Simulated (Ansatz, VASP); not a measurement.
# ZnSe (Stilleite): VASP beside Ansatz, part 2 of 2

Aim: how closely do two programs agree when they are given the same cell, functional and k mesh? The structure shown is the end of the Ansatz relaxation below.

VASP 6.6.1 and Ansatz 0.2.0.

So far. Step 6 (VASP: single point, LDA, pair 2): The run ends at a pressure of 0.72 GPa.

## (7) Side by side

What differs besides the data sets and the points named for the pairs above, as far as they apply: the data sets hold 28 valence electrons in Ansatz (on its PAW soft_1 files) and 18 in VASP. Total energies have different zeros and are not compared.

Compared:

| quantity | Ansatz | VASP | difference |
| --- | --- | --- | --- |
| pressure (GPa) | 0.34 | 0.72 | -0.38 |
| gap on the k mesh (eV) | 1.197 | 1.241 | -0.044 |

A gap on the mesh is an upper bound, since the band edges may lie between its points.

## (8) Ansatz: relaxation, LDA

This run makes the geometry at which the two programs are then compared. The cell compared in this pair holds 42.82 Å³, against 42.93 Å³ for the pair before.

The structure compared here is the end of the Ansatz relaxation.

Input file input.yaml:

```yaml
crystal:
  lattice:
    - [0.0, 2.804959986, 2.7001651627]
    - [2.804959986, 0.0, 2.7001651627]
    - [2.804959986, 2.804959986, 0.0]
  atoms:
    - { symbol: Zn, position: [0.0, 0.0, 0.0] }
    - { symbol: Se, position: [0.75, 0.75, 0.75] }
  conventional_axes: [[-1, 1, 1], [1, -1, 1], [1, 1, -1]]
kpoints:
  mp_grid: { grid: [12, 12, 12] }
hamiltonian:
  xc: lda
  pseudopotentials: { kind: paw, azcp: { folder: soft_1 }, xc_functional: pbe }
scf:
  occupations: { method: gaussian, width: 0.02 }
output:
  forces: true
  stress: true
  eigenvalues: true
relax:
  adjacent_minimum: "off"
  f_tol: 0.001
  max_steps: 60
  cell: { stress_tol: 0.01, fix: [c, angles] }
```

Launch:

```sh
ansatz run input.yaml --threads 4 --pin off --max-ram 10240MiB --backend cpu --events-out ev --progress --plain --runs-dir out
```

Numbers of over 12 decimals in the logs are rounded to 6 here.

Log:

```text
[...]
Crystal: 2 atoms, lattice volume = 42.489 Å³
Basis set: ecut = 420 eV, 845 PW (Γ)
Bands: 18, of which v1, the nominal top of the filled ones, is band 14 counted from 1 (13 counted from 0)
Symmetry: 8 space group operations
[...]
k-points: 163 of 1728 (time reversal used)
[...]
k-point 162: bands = [... 10 lower, 0.8235, 2.1399, 4.4792, 4.4792, 9.6109, 10.1053, 18.2741, 18.5398]
--- Relaxed structure (3 steps of the walk, 3 accepted, 1 SCFs on fresh bases) ---
[...]
cell:  # Å, volume = 42.8217 Å³
    - [0, 2.815929, 2.7001651627]
    - [2.815929, 0, 2.7001651627]
    - [2.815929, 2.815929, 0]
  atoms:
    - { symbol: Zn, position: [0, 0, 0] }
    - { symbol: Se, position: [0.75, 0.75, 0.75] }
[key lines of the parts left out:]
SCF converged after 6 iterations
Free energy (F): -8630.855268 eV
Fermi energy:    7.747336 eV
P = ⅓ Tr σ = 0.4955 GPa (4.955 kbar)
```

## (9) VASP: single point, LDA, pair 3

The same cell, functional (in two slightly different forms), mesh and smearing now go to VASP, with its own data sets.

Input file INCAR:

```
SYSTEM = ZnSe
PREC = Accurate
ENCUT = 500
EDIFF = 1E-06
NELM = 120
ISMEAR = 0
SIGMA = 0.02
LREAL = .FALSE.
ALGO = Normal
GGA = CA
NBANDS = 15
LORBIT = 11
LWAVE = .FALSE.
LCHARG = .FALSE.
ISIF = 2
LASPH = .TRUE.
GGA_COMPAT = .FALSE.
EFERMI = MIDGAP
KPAR = 2
```

Input file POSCAR:

```
ZnSe
1.0
    0.0000000000      2.8159292990      2.7001651627
    2.8159292990      0.0000000000      2.7001651627
    2.8159292990      2.8159292990      0.0000000000
Zn Se
1 1
Direct
    0.0000000000      0.0000000000      0.0000000000
    0.7500000000      0.7500000000      0.7500000000
```

Input file KPOINTS:

```
Automatic mesh
0
Gamma
12 12 12
0 0 0
```

Potentials, in the order of the species: Zn and Se (LDA family, release 64).

Launch:

```sh
mpirun -np 2 vasp_std
```

Log:

```text
[... set-up lines as in an earlier step ...]
 entering main loop
       N       E                     dE             d eps       ncg     rms          rms(c)
DAV:   1     0.856389876014E+02    0.85639E+02   -0.87158E+03  4890   0.136E+03
DAV:   2    -0.222536005968E+01   -0.87864E+02   -0.82767E+02  5492   0.258E+02
DAV:   3    -0.763312835503E+01   -0.54078E+01   -0.53854E+01  5989   0.639E+01
DAV:   4    -0.767916236594E+01   -0.46034E-01   -0.46027E-01  5912   0.629E+00
[...]
DAV:  10    -0.736571159760E+01   -0.17909E-04   -0.12651E-04  6231   0.126E-01    0.191E-02
DAV:  11    -0.736570367110E+01    0.79265E-05   -0.16953E-05  7369   0.687E-02    0.472E-03
DAV:  12    -0.736570369871E+01   -0.27611E-07   -0.27824E-06  5800   0.128E-02
   1 F= -.73657037E+01 E0= -.73657037E+01  d E =0.000000E+00
```

From OUTCAR (step 9):

```text
  Total        0.1053039      0.1053039      0.4961255      0.0000000      0.0000000      0.0000000
  in kB        3.9399547      3.9399547     18.5625794      0.0000000      0.0000000      0.0000000
  external PRESSURE =       8.8141629 kB  Pullay stress =       0.0000000 kB

 POSITION                                       TOTAL-FORCE (eV/Angst)
 -----------------------------------------------------------------------------------
      0.00000      0.00000      0.00000        -0.000000     -0.000000      0.000000
      4.22389      4.22389      4.05025         0.000000      0.000000      0.000000
 -----------------------------------------------------------------------------------
    total drift:                                0.000005      0.000005      0.000009

  FREE ENERGIE OF THE ION-ELECTRON SYSTEM (eV)
  ---------------------------------------------------
  free  energy   TOTEN  =        -7.3657036987 eV

  energy  without entropy=       -7.3657036987  energy(sigma->0) =       -7.36570370

[... 1 part as in an earlier step ...]

[... 2 further parts left out ...]
[key lines of the parts left out:]
E-fermi :   2.7678
```

The run ends at a pressure of 0.88 GPa.

## (10) Side by side

What differs besides the data sets and the points named for the pairs above, as far as they apply: the data sets hold 28 valence electrons in Ansatz (on its PAW soft_1 files) and 18 in VASP. Total energies have different zeros and are not compared.

The two programs side by side:

| quantity | Ansatz | VASP | difference |
| --- | --- | --- | --- |
| pressure (GPa) | 0.50 | 0.88 | -0.39 |
| gap on the k mesh (eV) | 1.173 | 1.217 | -0.044 |

A gap on the mesh is an upper bound, since the band edges may lie between its points.

## (11) Results

```json
{
 "difference in gap on the k mesh (single point, LDA, pair 1)": "-0.044 eV",
 "difference in gap on the k mesh (single point, LDA, pair 2)": "-0.044 eV",
 "difference in gap on the k mesh (single point, LDA, pair 3)": "-0.044 eV"
}
```

In words: The difference in gap on the k mesh is -0.044 eV (single point, LDA, pair 3), within the 0.08 eV picked in this series as the mark of a large difference. The data sets hold unlike numbers of valence electrons (28 in Ansatz and 18 in VASP), so part of the differences comes from the potentials. 5 further runs of this series are not shown here. How closely two codes agree says nothing of how well the functional describes the real material.

[Lines on the potential files, build, host, timing and source positions are cut from VASP's logs without a mark.]

[Logs are printed without paths, hosts, clocks, repeated set-up lines and the standing remarks that a program may print on its own settings, such as how far it seeks lower states.]

[Hosts, paths, dates, database ids (printed as entryN), source tags and the programs' standing remarks are cut or masked in the printed files.]
